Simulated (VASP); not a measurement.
Input of a VASP 6.6.1 run:

The input INCAR:

```
SYSTEM = C
PREC = Accurate
ENCUT = 520
EDIFF = 1E-7
ISMEAR = -1
SIGMA = 0.05
LREAL = .False.
LASPH = .True.
NELM = 100
ALGO = Normal
ISIF = 2
LWAVE = .False.
LCHARG = .False.
GGA = PE
NBANDS = 11
```

KPOINTS

```
regular mesh
0
Gamma
  13 13 13
  0 0 0
```

Contents of POSCAR:

```
C
1.0
    0.0000000000      1.7833700000      1.7833700000
    1.7833700000      0.0000000000      1.7833700000
    1.7833700000      1.7833700000      0.0000000000
C
2
Direct
    0.7477760000      0.7530630000      0.7541630000
    0.4892810000      0.4986030000      0.4935990000
```

Potentials or basis: VASP PAW PBE potentials, release 64 (C).

The run is started by

```console
$ cat potpaw_PBE.64/C/POTCAR > POTCAR
$ mpirun -np 1 vasp_std > vasp.out
```

Question: Estimate the pressure.

Answer: 3.2 GPa.

Question: Estimate the band gap on the k mesh.

Answer: 3.23 eV, indirect (least direct gap 3.98 eV).

Question: Predict the largest force.

Answer: 1.670 eV/Å.

Forces in eV/Å, atoms in the order of the input:
```
C   -0.902 -1.189 -0.750
C    0.902  1.189  0.750
```

Caveat: an odd mesh through Γ misses points on the zone boundary, where band edges often lie.
